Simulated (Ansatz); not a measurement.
**64-atom supercell of rocksalt CaO**

Wanted: energy, pressure and frontier levels of the defect-free cell (PBEsol, HSE06 and r²SCAN).

Method: density functional theory in Ansatz 0.2.0, PAW datasets, plane waves.

**1. The system as built**

64 atoms (32 O, 32 Ca); a = 9.535 Å, b = 9.535 Å, c = 9.535 Å, α = 90.00°, β = 90.00°, γ = 90.00°.

Steps to follow: (2) PBEsol cell relaxation at the single k point (¼, ¼, ¼), on 7 threads of Arm Neoverse-V2; (3) HSE06 single point at the Γ point alone, on 7 threads of Arm Neoverse-V2; (4) r²SCAN single point at the Γ point alone, on 7 threads of Arm Neoverse-V2.

**2. PBEsol relaxation of the cell and the positions**

in.yaml reads:

```yaml
crystal:
  lattice:
    - [9.535200, 0.000000, 0.000000]
    - [0.000000, 9.535200, 0.000000]
    - [0.000000, 0.000000, 9.535200]
  atoms:
    - { symbol: O, position: [0.250000, 0.000000, 0.000000] }
    - { symbol: O, position: [0.250000, 0.000000, 0.500000] }
    - { symbol: O, position: [0.250000, 0.500000, 0.000000] }
    - { symbol: O, position: [0.250000, 0.500000, 0.500000] }
    - { symbol: O, position: [0.750000, 0.000000, 0.000000] }
    - { symbol: O, position: [0.750000, 0.000000, 0.500000] }
    - { symbol: O, position: [0.750000, 0.500000, 0.000000] }
    - { symbol: O, position: [0.750000, 0.500000, 0.500000] }
    - { symbol: O, position: [0.000000, 0.250000, 0.000000] }
    - { symbol: O, position: [0.000000, 0.250000, 0.500000] }
    - { symbol: O, position: [0.000000, 0.750000, 0.000000] }
    - { symbol: O, position: [0.000000, 0.750000, 0.500000] }
    - { symbol: O, position: [0.500000, 0.250000, 0.000000] }
    - { symbol: O, position: [0.500000, 0.250000, 0.500000] }
    - { symbol: O, position: [0.500000, 0.750000, 0.000000] }
    - { symbol: O, position: [0.500000, 0.750000, 0.500000] }
    - { symbol: O, position: [0.000000, 0.000000, 0.250000] }
    - { symbol: O, position: [0.000000, 0.000000, 0.750000] }
    - { symbol: O, position: [0.000000, 0.500000, 0.250000] }
    - { symbol: O, position: [0.000000, 0.500000, 0.750000] }
    - { symbol: O, position: [0.500000, 0.000000, 0.250000] }
    - { symbol: O, position: [0.500000, 0.000000, 0.750000] }
    - { symbol: O, position: [0.500000, 0.500000, 0.250000] }
    - { symbol: O, position: [0.500000, 0.500000, 0.750000] }
    - { symbol: O, position: [0.250000, 0.250000, 0.250000] }
    - { symbol: O, position: [0.250000, 0.250000, 0.750000] }
    - { symbol: O, position: [0.250000, 0.750000, 0.250000] }
    - { symbol: O, position: [0.250000, 0.750000, 0.750000] }
    - { symbol: O, position: [0.750000, 0.250000, 0.250000] }
    - { symbol: O, position: [0.750000, 0.250000, 0.750000] }
    - { symbol: O, position: [0.750000, 0.750000, 0.250000] }
    - { symbol: O, position: [0.750000, 0.750000, 0.750000] }
    - { symbol: Ca, position: [0.000000, 0.000000, 0.000000] }
    - { symbol: Ca, position: [0.000000, 0.000000, 0.500000] }
    - { symbol: Ca, position: [0.000000, 0.500000, 0.000000] }
    - { symbol: Ca, position: [0.000000, 0.500000, 0.500000] }
    - { symbol: Ca, position: [0.500000, 0.000000, 0.000000] }
    - { symbol: Ca, position: [0.500000, 0.000000, 0.500000] }
    - { symbol: Ca, position: [0.500000, 0.500000, 0.000000] }
    - { symbol: Ca, position: [0.500000, 0.500000, 0.500000] }
    - { symbol: Ca, position: [0.250000, 0.250000, 0.000000] }
    - { symbol: Ca, position: [0.250000, 0.250000, 0.500000] }
    - { symbol: Ca, position: [0.250000, 0.750000, 0.000000] }
    - { symbol: Ca, position: [0.250000, 0.750000, 0.500000] }
    - { symbol: Ca, position: [0.750000, 0.250000, 0.000000] }
    - { symbol: Ca, position: [0.750000, 0.250000, 0.500000] }
    - { symbol: Ca, position: [0.750000, 0.750000, 0.000000] }
    - { symbol: Ca, position: [0.750000, 0.750000, 0.500000] }
    - { symbol: Ca, position: [0.250000, 0.000000, 0.250000] }
    - { symbol: Ca, position: [0.250000, 0.000000, 0.750000] }
    - { symbol: Ca, position: [0.250000, 0.500000, 0.250000] }
    - { symbol: Ca, position: [0.250000, 0.500000, 0.750000] }
    - { symbol: Ca, position: [0.750000, 0.000000, 0.250000] }
    - { symbol: Ca, position: [0.750000, 0.000000, 0.750000] }
    - { symbol: Ca, position: [0.750000, 0.500000, 0.250000] }
    - { symbol: Ca, position: [0.750000, 0.500000, 0.750000] }
    - { symbol: Ca, position: [0.000000, 0.250000, 0.250000] }
    - { symbol: Ca, position: [0.000000, 0.250000, 0.750000] }
    - { symbol: Ca, position: [0.000000, 0.750000, 0.250000] }
    - { symbol: Ca, position: [0.000000, 0.750000, 0.750000] }
    - { symbol: Ca, position: [0.500000, 0.250000, 0.250000] }
    - { symbol: Ca, position: [0.500000, 0.250000, 0.750000] }
    - { symbol: Ca, position: [0.500000, 0.750000, 0.250000] }
    - { symbol: Ca, position: [0.500000, 0.750000, 0.750000] }
  symmetry: { detect: false }
kpoints:
  mp_grid: { grid: [1, 1, 1], shift: [0.25, 0.25, 0.25] }
hamiltonian:
  xc: pbesol
scf:
  occupations: { method: fermi_dirac, width: 0.01 }
relax:
  f_tol: 0.03
  max_steps: 80
  escape_saddle: false
  adjacent_minimum: "off"
  cell: { fix: [shape] }
output:
  forces: true
  eigenvalues: true
  populations: true
```

The runs that follow: HSE06 single point; Single point with r²SCAN.

**Question.** What will these runs give? Wanted: for each run, top filled to lowest empty; energy; pressure.

**Answer**, as computed:

```
             level                     time   k points  top filled to lowest empty (eV)  energy (eV/atom)  pressure (GPa)
PBEsol, relaxation     26 s (7 CPU threads)  (¼, ¼, ¼)                             4.29        -1179.0527           -0.04
             HSE06  5.6 min (7 CPU threads)          Γ                             5.28        -1194.1141               -
            r²SCAN     15 s (7 CPU threads)          Γ                             4.13        -1197.0051               -
```

| quantity | value |
| --- | --- |
| relaxation | 2 recorded steps, 0.00 eV gained |
| largest shift | 0.00 Å |
| relaxed cell | a = 9.535 Å, b = 9.535 Å, c = 9.535 Å, α = 90.00°, β = 90.00°, γ = 90.00° |

The atoms kept their fractional positions, and energy and volume hardly changed. At the same k points, r²SCAN gives a spacing 1.14 eV smaller than the 5.28 eV of HSE06. The relaxation ran on other k points, so part of any difference from the later rows can come from the mesh. The HSE06 single point took about 22 times as long as the r²SCAN one on the same kind of device. With one k point the spacing samples only the states that fold onto it, so it can exceed the gap over the zone.
